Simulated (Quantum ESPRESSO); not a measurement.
Crystal: C.

```
C
1.0
     2.52210    0.00000    0.00000
    -1.26105    2.18420    0.00000
     0.00000    0.00000    8.23710
C
8
Direct
  0.66667 0.33333 0.84375
  0.33333 0.66667 0.34375
  0.66667 0.33333 0.65625
  0.33333 0.66667 0.15625
  0.00000 0.00000 0.90625
  0.00000 0.00000 0.40625
  0.00000 0.00000 0.59375
  0.00000 0.00000 0.09375
```

This is a hexagonal form of diamond, not graphite.

* Program: Quantum ESPRESSO 7.5
* Task: relaxation of cell and atoms
* Functional: AM05
* Dispersion: D4
* Potentials or basis: PseudoDojo 0.4.1 SR PBE standard
* Cutoff: 1116 eV
* Density cutoff: 4463 eV
* k mesh: 12 × 12 × 4
* Occupations: fermi-dirac, width 0.05 eV
* Spin: no spin polarisation

At the start: pressure -8.0 GPa; volume 5.67 Å³/atom.

**Question.** Where does the relaxation end?

**Answer.** Over 11 steps the energy falls by 4.9 meV/atom and the volume is 5.57 Å³/atom (-1.8 %); space group P6_3/mmc (No. 194, to 0.05 Å).

The path:
```csv
step,energy change (eV),largest force (eV/Å),pressure (GPa),volume (Å³)
1,0.0000,0.3241,-8.02,45.38
2,-0.0097,0.1580,-7.60,45.33
3,-0.0174,0.0963,-6.67,45.23
4,-0.0208,0.2540,-5.29,45.09
5,-0.0282,0.2521,-3.71,44.93
6,-0.0368,0.1056,-2.03,44.75
7,-0.0376,0.1477,-0.25,44.58
8,-0.0380,0.1279,-0.24,44.58
9,-0.0386,0.0922,-0.24,44.57
10,-0.0391,0.0476,-0.23,44.57
11,-0.0392,0.0133,-0.20,44.57
```

Final structure:
```cif
data_structure
_symmetry_space_group_name_H-M 'P 1'
_symmetry_Int_Tables_number 1
_cell_length_a 2.4995
_cell_length_b 2.4995
_cell_length_c 8.2382
_cell_angle_alpha 90.000
_cell_angle_beta 90.000
_cell_angle_gamma 120.000
_cell_volume 44.57
loop_
_atom_site_label
_atom_site_type_symbol
_atom_site_fract_x
_atom_site_fract_y
_atom_site_fract_z
_atom_site_occupancy
C1 C 0.66667 0.33333 0.84445 1
C2 C 0.33333 0.66667 0.34445 1
C3 C 0.66667 0.33333 0.65555 1
C4 C 0.33333 0.66667 0.15555 1
C5 C 0.00000 0.00000 0.90706 1
C6 C 0.00000 0.00000 0.40706 1
C7 C 0.00000 0.00000 0.59294 1
C8 C 0.00000 0.00000 0.09294 1
```

Caveat: the potentials were made for another functional, which shifts forces and pressure.
